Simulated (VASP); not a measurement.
Wanted: the native input for a VASP 6.6.1 run.

```
Task                   : single point
Functional             : PBE
Dispersion             : D3(BJ)
Potentials or basis    : VASP PAW PBE potentials, release 64 (C, H, N)
Cutoff                 : 520 eV
k mesh                 : 1 × 1 × 1
Occupations            : fermi-dirac, width 0.05 eV
Spin                   : no spin polarisation
Dipole correction      : no
Further INCAR settings : LREAL = Auto; ALGO = Normal; EDIFF = 1e-07; NBANDS = 60
```

The structure of H5C4N lies in POSCAR:

```
H5C4N
1.0
    7.5119810000      0.0000000000      0.0000000000
    0.0000000000      7.5119810000      0.0000000000
    0.0000000000      0.0000000000      7.5119810000
C H N
12 15 3
Direct
    0.2000803783      0.2808580054      0.1644839091
    0.2503201219      0.2604772296      0.0105830939
    0.5102249327      0.6663488632      0.7486840023
    0.3663214803      0.6021980088      0.7059522648
    0.9398985434      0.8705559825      0.3996948342
    0.9102925047      0.7114501488      0.4042874975
    0.4405628821      0.8918020426      0.3453416615
    0.4047001716      1.0308332782      0.4713403828
    0.7131407814      0.2835337310      0.8430000023
    0.8280372381      0.2910550493      0.6838276082
    1.1233255249      0.7469401214      1.0045685685
    0.9667223599      0.8229653403      0.9123159390
    0.3126339111      0.2364489474     -0.1192761270
    0.1311771156      0.3022904344      0.2857435342
    0.2424793140      0.5479380206      0.6480980184
    0.6218865570      0.7191578360      0.8153907738
    0.9002552057      0.5696500031      0.4493222227
    0.9665759272      1.0057267184      0.3745217140
    0.3501739421      0.9131146631      0.2397902764
    0.5950893646      0.8792221386      0.3313773025
    0.3951287949      0.7810323269      0.4203285392
    0.5742027303      0.3658954941      0.8193977061
    0.6547274281      0.1524497999      0.8614904644
    0.7823502216      0.3293006199      0.9623160655
    1.2461426620      0.8066580573      0.9687457942
    1.0747231656      0.7224192926      1.1384746580
    1.1439326058      0.6228050896      0.9336019354
    0.3567101674      1.1451040678      0.5662288017
    0.9182797454      0.3083208011      0.5597058885
    0.8319776102      0.8727657857      0.8535830961
```

The cell was built by a generator and needn't be a form met in nature.

These files were run (other wordings do the same):

INCAR

```
PREC     = Accurate       # precision mode
ENCUT    = 520            # plane-wave cutoff, eV
EDIFF    = 1E-7           # SCF threshold, eV
ISMEAR   = -1             # smearing method
SIGMA    = 0.05           # smearing width, eV
LREAL    = Auto         
LASPH    = True           # aspherical terms in the spheres
NELM     = 60             # most SCF steps
ALGO     = Normal         # electronic algorithm
ISIF     = 2              # what is computed and relaxed
LWAVE    = False          # write WAVECAR
LCHARG   = False          # write CHGCAR
GGA      = PE             # functional
IVDW     = 12             # dispersion correction
NBANDS   = 60             # bands
```

KPOINTS

```
Automatic mesh
0
Gamma
  1 1 1
```

Potentials or basis: VASP PAW PBE potentials, release 64 (C, H, N).

Command:

```sh
$ cat potpaw_PBE.64/C/POTCAR potpaw_PBE.64/H/POTCAR potpaw_PBE.64/N/POTCAR > POTCAR
$ mpirun -np 1 vasp_gam > vasp.out
```

It gave:

The pressure is -0.5 GPa and the largest force is 3.025 eV/Å. The band gap on the k mesh is 5.49 eV, direct and the dispersion energy per atom is -0.049 eV.

Caveat: the standard files for N, O and F lose accuracy on very short bonds.

It took 120 s on 1 thread of Intel(R) Xeon(R) Platinum 8375C CPU @ 2.90GHz (Ice Lake), with other jobs on the host, peak memory 0.38 GiB.
